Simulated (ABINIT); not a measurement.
**BaTe (Fm-3m): G0W0 in ABINIT against the wavefunction cutoff in GW**

Wanted: the cheapest wavefunction cutoff in GW that holds the gap of BaTe (Fm-3m).

Method: PBE and many-body steps on it, plane waves, in ABINIT 10.8.3.

Report form: the programs' logs are mostly left out.

The database entry behind the starting cell differs from later determinations by our own check (about 0.2 % short), so it need not match the best structure at ambient conditions.

**1. The starting structure**

It takes space group Fm-3m (No. 225, cubic). The conventional cell has a = 6.986 Å, b = 6.986 Å, c = 6.986 Å, α = 90.00°, β = 90.00°, γ = 90.00°. Nearest to Ba lie 6 Te at 3.49 Å. Nearest to Te lie 6 Ba at 3.49 Å. Farther neighbours and most contacts between anions are not listed.

Coordinates:

```cif
data_structure
_symmetry_space_group_name_H-M 'P 1'
_symmetry_Int_Tables_number 1
_cell_length_a 4.9398
_cell_length_b 4.9398
_cell_length_c 4.9398
_cell_angle_alpha 60.000
_cell_angle_beta 60.000
_cell_angle_gamma 60.000
_cell_volume 85.24
loop_
_atom_site_label
_atom_site_type_symbol
_atom_site_fract_x
_atom_site_fract_y
_atom_site_fract_z
_atom_site_occupancy
Ba1 Ba 0.00000 0.00000 0.00000 1
Te2 Te 0.50000 0.50000 0.50000 1
```

The cell and positions come from the Crystallography Open Database and are kept as given unless a step says otherwise. Spin-orbit coupling is left out unless a step names it.

**2. Screening, 2×2×2 mesh, 48 bands, screening to 106.1 eV**

This step: ABINIT 10.8.3; RPA screening on PBE, plane waves, norm-conserving pseudopotentials.

The RPA dielectric matrix is built and inverted for each q.

run.abi

```
acell 3*1.0 Angstrom
rprim 
  -0.000000000000 3.493000000000 3.493000000000
  3.493000000000 -0.000000000000 3.493000000000
  3.493000000000 3.493000000000 -0.000000000000
ntypat 2
znucl 56 52
natom 2
typat 1 2
xred 
  0.000000000000 0.000000000000 0.000000000000
  0.500000000000 0.500000000000 0.500000000000
pp_dirpath "pseudos"
pseudos "Ba.upf, Te.upf"
ecut 34
ngkpt 2 2 2
nshiftk 1
shiftk 0 0 0
kptopt 1
chksymbreak 0
istwfk *1
occopt 1
irdwfk 1
optdriver 3
nband 48
ecuteps 3.9
inclvkb 2
awtr 1
symchi 1
ecutwfn 10.2
indata_prefix "in"
outdata_prefix "out"
tmpdata_prefix "tmp"
```

The run is started by

```console
> OMP_NUM_THREADS=1 mpirun -n 4 abinit run.abi > log
```

Wall time 4.1 s (4 MPI ranks of Arm Neoverse N1, shared host); peak memory 0.2 GiB; 16 s of CPU time.

Numbers from this step:

| Item | Value |
| --- | --- |
| ε∞ with local fields, on this mesh, along the program's q direction | 11.84 |
| the same without local fields | 14.25 |
| plasma frequency | 20.08 eV |
| plane waves in the screening matrix | 181 |

Local fields lower ε∞ by 17 %. On a Γ-centred mesh this coarse the value itself is usually too large, while a short band sum pulls it down.

**3. 10.2 Ha**

This step: G0W0 on PBE, plane waves, norm-conserving pseudopotentials.

run.abi: that of step 2 with these lines changed.

```diff
@@ -23,8 +23,17 @@
 irdwfk 1
-optdriver 3
+optdriver 4
 nband 48
+gwcalctyp 0
+ecutsigx 10.2
+symsigma 1
+nkptgw 2
+kptgw 
+  0.0000000000 0.0000000000 0.0000000000
+  0.5000000000 0.5000000000 0.0000000000
+bdgw 
+  11 17
+  12 15
 ecuteps 3.9
-inclvkb 2
-awtr 1
-symchi 1
+irdscr 1
+ppmodel 1
 ecutwfn 10.2
```

Elapsed: 4.8 s, on 4 MPI ranks; peak memory 0.21 GiB; 19 s of CPU time.

This step gave:

* G0W0 gap on the points computed: 2.636 eV
* starting gap on the mesh: 1.541 eV
* k of the valence top: 0, 0, 0
* k of the conduction bottom: 0.5, 0.5, 0
* Z at the valence top: 0.803
* Z at the conduction bottom: 0.819
* least direct G0W0 gap on the computed points: 3.018 eV

**4. Screening, 2×2×2 mesh, 48 bands, screening to 106.1 eV**

This step: RPA screening on PBE, plane waves, norm-conserving pseudopotentials.

run.abi: that of step 3 with these lines changed.

```diff
@@ -23,18 +23,9 @@
 irdwfk 1
-optdriver 4
+optdriver 3
 nband 48
-gwcalctyp 0
-ecutsigx 10.2
-symsigma 1
-nkptgw 2
-kptgw 
-  0.0000000000 0.0000000000 0.0000000000
-  0.5000000000 0.5000000000 0.0000000000
-bdgw 
-  11 17
-  12 15
 ecuteps 3.9
-irdscr 1
-ppmodel 1
-ecutwfn 10.2
+inclvkb 2
+awtr 1
+symchi 1
+ecutwfn 17
 indata_prefix "in"
```

Run time: 4.4 s. Hardware: 4 MPI ranks; peak memory 0.21 GiB.

This step gave:

```yaml
eps_infinity_with_local_fields_on_this_mesh_along_the_program_s_q_direction: 11.90
the_same_without_local_fields: 14.33
plasma_frequency: 20.47 eV
plane_waves_in_the_screening_matrix: 181
```

**5. 17 Ha**

The self-energy is evaluated for the states that the input lists, and the levels follow from it, in one-shot runs by the linearised quasiparticle equation.

This step: G0W0 on PBE, plane waves, norm-conserving pseudopotentials.

run.abi: that of step 4 with these lines changed.

```diff
@@ -23,8 +23,17 @@
 irdwfk 1
-optdriver 3
+optdriver 4
 nband 48
+gwcalctyp 0
+ecutsigx 17
+symsigma 1
+nkptgw 2
+kptgw 
+  0.0000000000 0.0000000000 0.0000000000
+  0.5000000000 0.5000000000 0.0000000000
+bdgw 
+  11 17
+  12 15
 ecuteps 3.9
-inclvkb 2
-awtr 1
-symchi 1
+irdscr 1
+ppmodel 1
 ecutwfn 17
```

Run time: 5 s. Hardware: 4 MPI ranks; peak memory 0.22 GiB.

Numbers from this step:

| Item | Value |
| --- | --- |
| G0W0 gap on the points computed | 2.637 eV |
| starting gap on the mesh | 1.541 eV |
| k of the valence top | 0, 0, 0 |
| k of the conduction bottom | 0.5, 0.5, 0 |
| Z at the valence top | 0.801 |
| Z at the conduction bottom | 0.819 |
| least direct G0W0 gap on the computed points | 3.012 eV |

The gap on the mesh goes from 1.54 eV to 2.64 eV, a correction of +1.10 eV.

**6. Screening, 2×2×2 mesh, 48 bands, screening to 106.1 eV**

This step: RPA screening on PBE, plane waves, norm-conserving pseudopotentials.

run.abi: that of step 5 with these lines changed.

```diff
@@ -23,18 +23,9 @@
 irdwfk 1
-optdriver 4
+optdriver 3
 nband 48
-gwcalctyp 0
-ecutsigx 17
-symsigma 1
-nkptgw 2
-kptgw 
-  0.0000000000 0.0000000000 0.0000000000
-  0.5000000000 0.5000000000 0.0000000000
-bdgw 
-  11 17
-  12 15
 ecuteps 3.9
-irdscr 1
-ppmodel 1
-ecutwfn 17
+inclvkb 2
+awtr 1
+symchi 1
+ecutwfn 25.5
 indata_prefix "in"
```

The job ended after 5.2 s (4 MPI ranks; peak memory 0.22 GiB).

This step gave:

| Item | Value |
| --- | --- |
| ε∞ with local fields, on this mesh, along the program's q direction | 11.85 |
| the same without local fields | 14.27 |
| plasma frequency | 20.51 eV |
| plane waves in the screening matrix | 181 |

**7. 25.5 Ha**

This step: G0W0 on PBE, plane waves, norm-conserving pseudopotentials.

run.abi: that of step 6 with these lines changed.

```diff
@@ -23,8 +23,17 @@
 irdwfk 1
-optdriver 3
+optdriver 4
 nband 48
+gwcalctyp 0
+ecutsigx 25.5
+symsigma 1
+nkptgw 2
+kptgw 
+  0.0000000000 0.0000000000 0.0000000000
+  0.5000000000 0.5000000000 0.0000000000
+bdgw 
+  11 17
+  12 15
 ecuteps 3.9
-inclvkb 2
-awtr 1
-symchi 1
+irdscr 1
+ppmodel 1
 ecutwfn 25.5
```

Elapsed: 5.7 s, on 4 MPI ranks; peak memory 0.22 GiB; 22 s of CPU time.

This step gave:

| Item | Value |
| --- | --- |
| G0W0 gap on the points computed | 2.604 eV |
| starting gap on the mesh | 1.541 eV |
| k of the valence top | 0, 0, 0 |
| k of the conduction bottom | 0.5, 0.5, 0 |
| least direct G0W0 gap on the computed points | 2.985 eV |

Against the run before, the gap moves by −0.033 eV.

**8. Screening, 2×2×2 mesh, 48 bands, screening to 106.1 eV**

This step: RPA screening on PBE, plane waves, norm-conserving pseudopotentials.

run.abi: that of step 7 with these lines changed.

```diff
@@ -23,18 +23,8 @@
 irdwfk 1
-optdriver 4
+optdriver 3
 nband 48
-gwcalctyp 0
-ecutsigx 25.5
-symsigma 1
-nkptgw 2
-kptgw 
-  0.0000000000 0.0000000000 0.0000000000
-  0.5000000000 0.5000000000 0.0000000000
-bdgw 
-  11 17
-  12 15
 ecuteps 3.9
-irdscr 1
-ppmodel 1
-ecutwfn 25.5
+inclvkb 2
+awtr 1
+symchi 1
 indata_prefix "in"
```

Elapsed: 6.6 s, on 4 MPI ranks; peak memory 0.6 GiB.

This step gave:

* ε∞ with local fields, on this mesh, along the program's q direction: 11.84
* the same without local fields: 14.26
* plasma frequency: 20.51 eV
* plane waves in the screening matrix: 181

**9. 34 Ha**

This step: G0W0 on PBE, plane waves, norm-conserving pseudopotentials.

run.abi: that of step 8 with these lines changed.

```diff
@@ -23,8 +23,17 @@
 irdwfk 1
-optdriver 3
+optdriver 4
 nband 48
+gwcalctyp 0
+ecutsigx 34
+symsigma 1
+nkptgw 2
+kptgw 
+  0.0000000000 0.0000000000 0.0000000000
+  0.5000000000 0.5000000000 0.0000000000
+bdgw 
+  11 17
+  12 15
 ecuteps 3.9
-inclvkb 2
-awtr 1
-symchi 1
+irdscr 1
+ppmodel 1
 indata_prefix "in"
```

Elapsed: 6.5 s, on 4 MPI ranks; peak memory 0.68 GiB; 26 s of CPU time.

Numbers from this step:

| Item | Value |
| --- | --- |
| G0W0 gap on the points computed | 2.602 eV |
| starting gap on the mesh | 1.541 eV |
| k of the valence top | 0, 0, 0 |
| k of the conduction bottom | 0.5, 0.5, 0 |
| least direct G0W0 gap on the computed points | 2.984 eV |

Against the run before, the gap moves by −0.002 eV.

**10. Side by side**

Times are wall times on 4 MPI ranks of Arm Neoverse N1, shared host, good to a factor of about two. A run's time includes the screening step that it read.

```
    run   mesh  bands  screening cutoff (eV)  DFT gap (eV)  gap on the mesh (eV)  direct (eV)  ε∞ used   time
10.2 Ha  2×2×2     48                  106.1         1.541                 2.636        3.018    11.84  8.9 s
  17 Ha  2×2×2     48                  106.1         1.541                 2.637        3.012    11.90  9.4 s
25.5 Ha  2×2×2     48                  106.1         1.541                 2.604        2.985    11.85   11 s
  34 Ha  2×2×2     48                  106.1         1.541                 2.602        2.984    11.84   13 s
```

**11. Outcome**

| Quantity | Value |
| --- | --- |
| 10.2 Ha | 2.636 eV |
| 17 Ha | 2.637 eV |
| 25.5 Ha | 2.604 eV |
| 34 Ha | 2.602 eV |
| known limits | not at the basis limit; exchange with frozen shells missing; no spin-orbit coupling; coarse k mesh |

In words: The setting moved: wavefunction cutoff in GW. From 10.2 Ha to 34 Ha the gap moves by −0.03 eV. It holds to 0.03 eV from 25.5 Ha on. Bands and screening cutoff are coupled, so a series along one setting does not show full convergence. The exchange cutoff follows the wavefunction cutoff here. Bands and cutoff are finite, so the gap is not at the basis limit. The miss can reach some tenths of an eV and take either sign; the mesh is an error of its own. In the G0W0 runs levels were corrected at 2 k points alone, so a gap called «on the mesh» is the least over those, and an edge elsewhere would be missed. The 2×2×2 mesh is coarse for this cell, which bears on the long-range parts of exchange and screening. The norm-conserving file of at least one element keeps a d shell over frozen s and p shells of the same row. Exchange with those shells is missing from the self-energy, an error of 0.3 to 0.9 eV in cases checked, whose sign depends on which edge lies on those atoms. The many-body steps are scalar-relativistic: spin-orbit coupling is not in them.

[Paths, hosts, dates, memory and timing lines, banners, echoed tables and standing remarks are left out of the program output.]

[Logs are printed without paths, hosts, clocks, repeated set-up lines and the standing remarks that a program may print on its own settings, such as how far it seeks lower states.]

[Runs of the session that timed out or met a known fault of the program may be left out.]

[Hosts, paths, dates, database ids (printed as entryN), source tags and the programs' standing remarks are cut or masked in the printed files.]

[G0W0 gaps are taken among the corrected bands and points alone; a level outside them can change the order at an edge.]

[Where Ansatz stands beside ABINIT at settings called matched, ABINIT's density can come from a denser mesh and the files from another edition; pairs whose starting gaps differed by over 0.03 eV were left out, so agreement reads better than it is.]
